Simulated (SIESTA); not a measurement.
HfN:

```
CELL_PARAMETERS angstrom
0.00000 2.25600 2.25600
2.25600 0.00000 2.25600
2.25600 2.25600 0.00000
ATOMIC_POSITIONS crystal
Hf 0.00000 0.00000 0.00000
N 0.50000 0.50000 0.50000
```

Base run:

| Item | Value |
| --- | --- |
| Program | SIESTA 5.4.2 |
| Functional | PBEsol |
| Potentials or basis | PseudoDojo 0.4 standard (PBEsol files) |
| Basis | DZP (energy shift 0.003 Ry; two zetas on semicore shells) |
| Grid cutoff | 800 Ry |
| Energy shift | 0.003 Ry |
| k mesh | 8 × 8 × 8 |
| Occupations | fermi-dirac, width 0.05 eV |
| Spin | no spin polarisation |
| Hubbard terms | Hf d U = 4 eV |

Its results: band gap on the k mesh none (metal or under the smearing width); pressure 9.6 GPa.

Task: The run is repeated on the same cell with these changes: hubbard terms from Hf d U = 4 eV to Hf d U = 6 eV. What comes out?

Result: Band gap on the k mesh none (metal or under the smearing width); pressure 14.0 GPa.

Caveats: short orbitals over semicore shells can move pressures by several GPa; the basis of atomic orbitals isn't converged, which shifts pressures, moduli and gaps; U without spin polarisation on a metal has little footing.
